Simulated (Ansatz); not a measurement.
**KCl in Ansatz: the effect of functional**

Crystal: KCl.

```
CELL_PARAMETERS angstrom
3.83920 0.00000 0.00000
0.00000 3.83920 0.00000
0.00000 0.00000 3.83920
ATOMIC_POSITIONS crystal
K 0.00000 0.00000 0.00000
Cl 0.50000 0.50000 0.50000
```

Measurements of this composition are mostly on another form, of space group No. 225.

Alike in all runs:

```yaml
Program: Ansatz 0.2.0
Task: single point
Potentials_or_basis: all-electron PAW datasets made for the crystal
k_mesh: 6 × 6 × 6
Occupations: fermi-dirac, width 0.05 eV
Spin: no spin polarisation
```

```tsv
functional	cutoff	gap on the mesh (eV)	pressure (GPa)
PBEsol	240 eV (chosen from the basis error)	4.62	-1.4
HSE06	270 eV (chosen from the basis error)	6.12	-0.5
PBE0	270 eV (chosen from the basis error)	?	?
```

What does the run with functional PBE0 give?

gap on the mesh 6.84 eV; pressure -0.5 GPa.

A k mesh can miss the band edges.
